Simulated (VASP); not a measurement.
# AgCl (Chlorargyrite) (Fm-3m) in VASP: further runs

The runs below take AgCl (Chlorargyrite) through single point, with PBEsol, RPBE, revPBE.

All numbers are computed with VASP 6.6.1; they aren't measurements. Logs are shortened: lines on timing, memory, paths and dates and some standing lists are left out, and cuts for length are marked.

**Measured values to compare with.**

A printed reference work, data compilation reports, for a bulk crystal of AgCl: band gap 3.249 eV (indirect).

The runs below are set against these values where they give the same quantity.

**1. The cell of the first run**

The structure is cubic, space group Fm-3m (No. 225). The conventional cell has a = 5.470 Å, b = 5.470 Å, c = 5.470 Å, α = 90.00°, β = 90.00°, γ = 90.00°. Within 3.6 Å of Ag (site symmetry m-3m) lie 6 Cl at 2.73 Å. Within 3.6 Å of Cl (site symmetry m-3m) lie 6 Ag at 2.73 Å.

**2. Single point, PBEsol**

Contents of INCAR:

```
SYSTEM = AgCl
PREC     = Accurate       ! precision mode
ENCUT    = 520            ! plane-wave cutoff, eV
EDIFF    = 1E-6           ! SCF threshold, eV
ISMEAR   = -1             ! smearing method
SIGMA    = 0.05           ! smearing width, eV
LREAL    = .FALSE.        ! projectors in reciprocal space
LASPH    = .TRUE.         ! aspherical terms in the spheres
NELM     = 60             ! most SCF steps
ALGO     = Normal         ! electronic algorithm
ISIF     = 2              ! what is computed and relaxed
LWAVE    = .FALSE.        ! write WAVECAR
LCHARG   = .FALSE.        ! write CHGCAR
GGA      = PS             ! functional
NBANDS   = 16             ! bands
```

Contents of KPOINTS:

```
Automatic mesh
0
G
  5 5 5
  0 0 0
```

Contents of POSCAR:

```
AgCl
1.0
    0.0000000000      2.7350000000      2.7350000000
    2.7350000000      0.0000000000      2.7350000000
    2.7350000000      2.7350000000      0.0000000000
Ag Cl
1 1
Direct
    0.0000000000      0.0000000000      0.0000000000
    0.5000000000      0.5000000000      0.5000000000
```

Potentials or basis: VASP PAW PBE potentials, release 64 (Ag, Cl).

On the command line:

```console
$ cat potpaw_PBE.64/Ag/POTCAR potpaw_PBE.64/Cl/POTCAR > POTCAR
$ mpirun -np 1 vasp_std > vasp.out
```

OUTCAR:

```text
SYSTEM = AgCl
   PREC = Accurate
   ENCUT = 520
   EDIFF = 1E-6
   ISMEAR = -1
   LREAL = .FALSE.
   LASPH = .TRUE.
   NELM = 60
   ISIF = 2
   GGA = PS

 ion  position               nearest neighbor table
   1  0.000  0.000  0.000-   2 2.73   2 2.73   2 2.73   2 2.73   2 2.73   2 2.73
   2  0.500  0.500  0.500-   1 2.73   1 2.73   1 2.73   1 2.73   1 2.73   1 2.73

  LATTYP: Found a face centered cubic cell.
 ALAT       =     5.4700000000

  Lattice vectors:

 A1 = (   0.0000000000,   2.7350000000,   2.7350000000)
 A2 = (   2.7350000000,   0.0000000000,   2.7350000000)
 A3 = (   2.7350000000,   2.7350000000,   0.0000000000)

Analysis of symmetry for initial positions (statically):
=====================================================================
 Subroutine PRICEL returns:
 Original cell was already a primitive cell.

 Routine SETGRP: Setting up the symmetry group for a
 face centered cubic supercell.

 Subroutine GETGRP returns: Found 48 space group operations
 (whereof 48 operations were pure point group operations)
 out of a pool of 48 trial point group operations.

The static configuration has the point symmetry O_h .

Analysis of symmetry for dynamics (positions and initial velocities):
=====================================================================
 Subroutine PRICEL returns:
 Original cell was already a primitive cell.

 Routine SETGRP: Setting up the symmetry group for a
 face centered cubic supercell.

 Subroutine GETGRP returns: Found 48 space group operations
 (whereof 48 operations were pure point group operations)
 out of a pool of 48 trial point group operations.

The dynamic configuration has the point symmetry O_h .

 Subroutine INISYM returns: Found 48 space group operations
 (whereof 48 operations are pure point group operations),
 and found     1 'primitive' translations

----------------------------------------------------------------------------------------

                                     Primitive cell

  volume of cell :      40.9168

  direct lattice vectors                    reciprocal lattice vectors
     0.000000000  2.735000000  2.735000000    -0.182815356  0.182815356  0.182815356
     2.735000000  0.000000000  2.735000000     0.182815356 -0.182815356  0.182815356
     2.735000000  2.735000000  0.000000000     0.182815356  0.182815356 -0.182815356

  length of vectors
     3.867874093  3.867874093  3.867874093     0.316645486  0.316645486  0.316645486

  position of ions in fractional coordinates (direct lattice)
     0.000000000  0.000000000  0.000000000
     0.500000000  0.500000000  0.500000000

  ion indices of the primitive-cell ions
   primitive index   ion index
                 1           1
                 2           2

----------------------------------------------------------------------------------------

 KPOINTS: Automatic mesh

Automatic generation of k-mesh.
 Grid dimensions read from file:
 generate k-points for:    5    5    5

 Generating k-lattice:

  Cartesian coordinates                     Fractional coordinates (reciprocal lattice)
    -0.036563071  0.036563071  0.036563071     0.200000000  0.000000000  0.000000000
     0.036563071 -0.036563071  0.036563071     0.000000000  0.200000000  0.000000000
     0.036563071  0.036563071 -0.036563071     0.000000000  0.000000000  0.200000000

  Length of vectors
     0.063329097  0.063329097  0.063329097

  Shift w.r.t. Gamma in fractional coordinates (k-lattice)
     0.000000000  0.000000000  0.000000000

 Subroutine IBZKPT returns following result:
 ===========================================

 Found     10 irreducible k-points:

 Following reciprocal coordinates:
            Coordinates               Weight
  0.000000  0.000000  0.000000      1.000000
  0.200000  0.000000  0.000000      8.000000
  0.400000  0.000000  0.000000      8.000000
  0.200000  0.200000  0.000000      6.000000
  0.400000  0.200000  0.000000     24.000000
 -0.400000  0.200000  0.000000     24.000000
 -0.200000  0.200000  0.000000     12.000000
  0.400000  0.400000  0.000000      6.000000
 -0.400000  0.400000  0.000000     12.000000
 -0.400000  0.400000  0.200000     24.000000
   k-points           NKPTS =     10   k-points in BZ     NKDIM =     10   number of bands    NBANDS=     16
   number of dos      NEDOS =    301   number of ions     NIONS =      2
   total plane-waves  NPLWV =  27000
   dimension x,y,z NGX =    30 NGY =   30 NGZ =   30
   dimension x,y,z NGXF=    60 NGYF=   60 NGZF=   60
   ions per type =               1   1
   NGX,Y,Z   is equivalent  to a cutoff of  12.89, 12.89, 12.89 a.u.
   NGXF,Y,Z  is equivalent  to a cutoff of  25.79, 25.79, 25.79 a.u.
 SYSTEM =  AgCl
   PREC   = accura    normal or accurate (medium, high low for compatibility)
   ISTART =      0    job   : 0-new  1-cont  2-samecut
   ICHARG =      2    charge: 1-file 2-atom 10-const
   ISPIN  =      1    spin polarized calculation?
   LNONCOLLINEAR =      F non collinear calculations
   LSORBIT =      F    spin-orbit coupling
   LASPH  =      T    aspherical Exc in radial PAW
   ENCUT  =  520.0 eV  38.22 Ry    6.18 a.u.   7.19  7.19  7.19*2*pi/ulx,y,z
   NELM   =     60;   NELMIN=  2; NELMDL= -5     # of ELM steps
   EDIFF  = 0.1E-05   stopping-criterion for ELM
   LREAL  =      F    real-space projection
   EDIFFG = 0.1E-04   stopping-criterion for IOM
   NSW    =      0    number of steps for IOM
   IBRION =     -1    ionic relax: 0-MD 1-quasi-New 2-CG
   NFREE  =      0    steps in history (QN), initial steepest desc. (CG)
   ISIF   =      2    stress and relaxation
   ISYM   =      2    0-nonsym 1-usesym 2-fastsym
   POTIM  = 0.5000    time-step for ionic-motion
   TEBEG  =    0.0;   TEEND  =   0.0 temperature during run
   PSTRESS=    0.0 pullay stress
   NELECT =      18.0000    total number of electrons
   NUPDOWN=      -1.0000    fix difference up-down
   EMIN   =  10.00;   EMAX   =-10.00  energy-range for DOS
   EFERMI =   0.00;   METHOD = LEGACY
   ISMEAR =    -1;   SIGMA  =   0.05  broadening in eV -4-tet -1-fermi 0-gaus
   EFERMI_NEDOS =   21; number of points for ismear=-14 and -15
   IALGO  =     38    algorithm
   IMIX   =      4    mixing-type and parameters
     AMIX     =   0.40;   BMIX     =  1.00
     AMIX_MAG =   1.60;   BMIX_MAG =  1.00
  volume/ion in A,a.u.               =      20.46       138.06
  Fermi-wavevector in a.u.,A,eV,Ry     =   1.245083  2.352866 21.092186  1.550232
  Thomas-Fermi vector in A             =   2.379321
   LORBIT       =      0    0 simple, 1 ext, 2 COOP (PROOUT), +10 PAW based schemes
   GGA     = PS    functional components
   LHFCALC =     F    Hartree Fock is set to
   AEXX    =    0.0000 exact exchange contribution
   IVDW    =     0    specifies the selected vdW correction
   LEPSILON=     F    determine dielectric tensor
   LRPA    =     F    only Hartree local field effects (RPA)
 non-spin polarized calculation
  energy-cutoff  :      520.00
  volume of cell :       40.92
 maximum number of plane-waves:      1114
 NGX is ok and might be reduce to    30
   NGX = 15   NGY = 15   NGZ = 15

 number of electron      18.0000002 magnetization

 Free energy of the ion-electron system (eV)
  ---------------------------------------------------
  ext. energy  EPLUGINS =         0.00000000
  ---------------------------------------------------
  free energy    TOTEN  =        -6.05693826 eV

  energy without entropy =       -6.05692641  energy(sigma->0) =       -6.05693233

 E-fermi :   4.6159     XC(G=0): -10.4333

 val. band max:        4.0944630017   @ k =   0.4000   0.0000   0.0000
 cond. band min:       4.9761203151   @ k =   0.0000   0.0000   0.0000
 fundamental gap:      0.8816573134
 Fermi energy:         4.6158665892

 k-point     1 :       0.0000    0.0000    0.0000
  band No.  band energies     occupation
      1     -11.1743      2.00000
      2       1.5998      2.00000
      3       1.5998      2.00000
      4       1.5998      2.00000
      5       1.6422      2.00000
      6       1.6422      2.00000
[... 8 lines left out ...]
     15      17.6594      0.00000
     16      17.6594      0.00000

 k-point     2 :       0.2000    0.0000    0.0000
  band No.  band energies     occupation
      1     -11.0088      2.00000
      2       0.1610      2.00000
      3       0.5218      2.00000
      4       0.5218      2.00000
      5       1.7408      2.00000
      6       1.7408      2.00000
[... 8 lines left out ...]
     15      16.2438      0.00000
     16      16.7959      0.00000

 k-point     3 :       0.4000    0.0000    0.0000
  band No.  band energies     occupation
      1     -10.7159      2.00000
      2      -1.2220      2.00000
      3      -0.1352      2.00000
      4      -0.1352      2.00000
      5       1.9755      2.00000
      6       1.9755      2.00000
[... 8 lines left out ...]
     15      17.5052      0.00000
     16      17.5052      0.00000

 k-point     4 :       0.2000    0.2000    0.0000
  band No.  band energies     occupation
      1     -10.9689      2.00000
      2      -0.3017      2.00000
      3       1.0275      2.00000
      4       1.0275      2.00000
      5       1.4672      2.00000
      6       1.7150      2.00000
[... 8 lines left out ...]
     15      18.4917      0.00000
     16      19.7176      0.00000

 k-point     5 :       0.4000    0.2000    0.0000
  band No.  band energies     occupation
      1     -10.7447      2.00000
      2      -0.8174      2.00000
      3       0.1195      2.00000
      4       0.3202      2.00000
      5       1.6774      2.00000
      6       2.0157      2.00000
[... 8 lines left out ...]
     15      18.6200      0.00000
     16      19.2978      0.00000

 k-point     6 :      -0.4000    0.2000    0.0000
  band No.  band energies     occupation
      1     -10.6417      2.00000
      2      -1.0492      2.00000
      3      -0.1445      2.00000
      4      -0.1351      2.00000
      5       1.9605      2.00000
      6       2.0090      2.00000
[... 8 lines left out ...]
     15      17.4095      0.00000
     16      19.2988      0.00000

 k-point     7 :      -0.2000    0.2000    0.0000
  band No.  band energies     occupation
      1     -10.8136      2.00000
      2      -0.7055      2.00000
      3      -0.0300      2.00000
      4       0.4511      2.00000
      5       1.8140      2.00000
      6       1.9546      2.00000
[... 8 lines left out ...]
     15      18.3258      0.00000
     16      19.2284      0.00000

 k-point     8 :       0.4000    0.4000    0.0000
  band No.  band energies     occupation
      1     -10.6877      2.00000
      2      -0.6156      2.00000
      3       0.9133      2.00000
      4       0.9133      2.00000
      5       1.2570      2.00000
      6       1.8348      2.00000
[... 8 lines left out ...]
     15      19.6202      0.00000
     16      20.1056      0.00000

 k-point     9 :      -0.4000    0.4000    0.0000
  band No.  band energies     occupation
      1     -10.6247      2.00000
      2      -0.3471      2.00000
      3      -0.0443      2.00000
      4       0.3308      2.00000
      5       1.6513      2.00000
      6       2.1087      2.00000
[... 8 lines left out ...]
     15      18.2946      0.00000
     16      20.0100      0.00000

 k-point    10 :      -0.4000    0.4000    0.2000
  band No.  band energies     occupation
      1     -10.6317      2.00000
      2      -0.6113      2.00000
      3      -0.0788      2.00000
      4       0.1156      2.00000
      5       1.9286      2.00000
      6       2.0306      2.00000
[... 8 lines left out ...]
     15      18.0912      0.00000
     16      20.1288      0.00000

------------------------ aborting loop because EDIFF is reached ----------------------------------------

  FORCE on cell =-STRESS in cart. coord.  units (eV):
  Direction    XX          YY          ZZ          XY          YZ          ZX
  --------------------------------------------------------------------------------------
  -------------------------------------------------------------------------------------
  Total       -0.1887253     -0.1887253     -0.1887253      0.0000000     -0.0000000     -0.0000000
  in kB       -7.3899027     -7.3899027     -7.3899027      0.0000000     -0.0000000     -0.0000000
  external PRESSURE =      -7.3899027 kB  Pullay stress =       0.0000000 kB

 VOLUME and BASIS-vectors are now :
 -----------------------------------------------------------------------------
  energy-cutoff  :      520.00
  volume of cell :       40.92
      direct lattice vectors                 reciprocal lattice vectors
     0.000000000  2.735000000  2.735000000    -0.182815356  0.182815356  0.182815356
     2.735000000  0.000000000  2.735000000     0.182815356 -0.182815356  0.182815356
     2.735000000  2.735000000  0.000000000     0.182815356  0.182815356 -0.182815356

 POSITION                                       TOTAL-FORCE (eV/Angst)
 -----------------------------------------------------------------------------------
      0.00000      0.00000      0.00000         0.000000      0.000000      0.000000
      2.73500      2.73500      2.73500        -0.000000     -0.000000     -0.000000
 -----------------------------------------------------------------------------------
    total drift:                               -0.000000      0.000000      0.000000

  FREE ENERGIE OF THE ION-ELECTRON SYSTEM (eV)
  ---------------------------------------------------
  free  energy   TOTEN  =        -6.0569382557 eV

  energy  without entropy=       -6.0569264081  energy(sigma->0) =       -6.05693233
```

Wall time 7.4 s (1 thread of Intel Xeon Platinum 8488C (Sapphire Rapids), shared host); peak memory 0.16 GiB.

What came out:

* Free energy: -6.0569 eV
* Pressure: -0.7 GPa
* Band gap on the k mesh: 0.88 eV, indirect (least direct gap 3.23 eV)

Levels at points of the mesh, in eV from the valence-band top:
```tsv
k point	band 6	band 7	band 8	band 9	band 10	band 11	band 12	band 13
(0.00, 0.00, 0.00)	-2.45	-2.35	-2.35	-2.35	0.88	10.89	10.89	10.89
```

Caveat: the PAW data sets were made with another functional, which shifts forces and pressure a little.

**3. Single point, RPBE**

Contents of INCAR:

```
SYSTEM = AgCl
PREC     = Accurate       ! precision mode
ENCUT    = 520            ! plane-wave cutoff, eV
EDIFF    = 1E-6           ! SCF threshold, eV
ISMEAR   = -1             ! smearing method
SIGMA    = 0.05           ! smearing width, eV
LREAL    = .False.        ! projectors in reciprocal space
LASPH    = .True.         ! aspherical terms in the spheres
NELM     = 100            ! most SCF steps
ALGO     = Normal         ! electronic algorithm
ISIF     = 2              ! what is computed and relaxed
LWAVE    = .False.        ! write WAVECAR
LCHARG   = .False.        ! write CHGCAR
GGA      = RP             ! functional
NBANDS   = 16             ! bands
```

Contents of KPOINTS:

```
Automatic mesh
0
Gamma
  5 5 5
  0 0 0
```

POSCAR is that of step 2.

Potentials or basis: VASP PAW PBE potentials, release 64 (Ag, Cl).

On the command line:

```console
$ cat potpaw_PBE.64/Ag/POTCAR potpaw_PBE.64/Cl/POTCAR > POTCAR
$ mpirun -np 1 vasp_std > vasp.out
```

It took 7.4 s on 1 thread of Intel Xeon Platinum 8488C (Sapphire Rapids), shared host; peak memory 0.16 GiB.

It converged, with:

```yaml
Free_energy: -4.6016 eV
Pressure: 7.1 GPa
Band_gap_on_the_k_mesh: 1.23 eV, indirect (least direct gap 3.58 eV)
```

Levels at points of the mesh, in eV from the valence-band top:
```
           k point  band 6  band 7  band 8  band 9  band 10  band 11  band 12  band 13
(0.00, 0.00, 0.00)   -2.39   -2.35   -2.35   -2.35     1.23    11.05    11.05    11.05
```

Caveat: the PAW data sets were made with another functional, which shifts forces and pressure a little.

**4. Single point, revPBE**

Contents of INCAR:

```
SYSTEM = AgCl
PREC     = Accurate       ! precision mode
ENCUT    = 520            ! plane-wave cutoff, eV
EDIFF    = 1E-6           ! SCF threshold, eV
ISMEAR   = -1             ! smearing method
SIGMA    = 0.05           ! smearing width, eV
LREAL    = .FALSE.        ! projectors in reciprocal space
LASPH    = .TRUE.         ! aspherical terms in the spheres
NELM     = 80             ! most SCF steps
ALGO     = Normal         ! electronic algorithm
ISIF     = 2              ! what is computed and relaxed
LWAVE    = .FALSE.        ! write WAVECAR
LCHARG   = .FALSE.        ! write CHGCAR
GGA      = RE             ! functional
NBANDS   = 16             ! bands
```

Contents of KPOINTS:

```
regular mesh
0
G
  5 5 5
  0 0 0
```

POSCAR is that of step 3.

On the command line:

```console
$ cat potpaw_PBE.64/Ag/POTCAR potpaw_PBE.64/Cl/POTCAR > POTCAR
$ mpirun -np 1 vasp_std > vasp.out
```

Run time: 8 s. Hardware: 1 thread of Intel Xeon Platinum 8488C (Sapphire Rapids), shared host; peak memory 0.16 GiB.

The run converged. Its results:

```
Free energy            : -4.6936 eV
Pressure               : 6.2 GPa
Band gap on the k mesh : 1.18 eV, indirect (least direct gap 3.53 eV)
```

Levels at points of the mesh, in eV from the valence-band top:
```csv
k point,band 5,band 6,band 7,band 8,band 9,band 10,band 11,band 12,band 13,band 14
"(0.00, 0.00, 0.00)",-2.39,-2.39,-2.35,-2.35,-2.35,1.18,11.03,11.03,11.03,12.66
```

Caveat: the PAW data sets were made with another functional, which shifts forces and pressure a little. A k mesh can miss the band edges.

**5. Summary**

```tsv
level	gap on the mesh (eV)	pressure (GPa)
PBEsol	0.88	-0.7
RPBE	1.23	7.1
revPBE	1.18	6.2
```

Alike in all rows: task single point; potentials or basis VASP PAW PBE potentials, release 64 (Ag, Cl); no spin polarisation; cell as given; k mesh 5 × 5 × 5; cutoff (eV) 520; smearing fermi-dirac 0.05 eV.

On the cell as given the gap runs from 0.88 eV (PBEsol) to 1.23 eV (RPBE). The pressure there spans -0.7 GPa (PBEsol) to 7.1 GPa (RPBE); a positive pressure means that this level wants a larger cell, a negative one a smaller.

Caveats: the PAW data sets were made with another functional, which shifts forces and pressure a little.

Total energies depend on the potentials used, so only differences within one code and one set of settings carry meaning.

**6. Against experiment**

Step 2. Measured gap of AgCl: 3.249 eV (indirect; a printed reference work, data compilation). This calculation gives 0.88 eV (-2.37 eV). So large a miss can be the level of theory's own, or it may mean another phase, state or a wrong row. Spin-orbit coupling on Ag is left out. The value is that of PBEsol on a finite k mesh, which can miss the band edges, without temperature or zero-point motion. Semilocal functionals fall short of measured gaps as a rule.
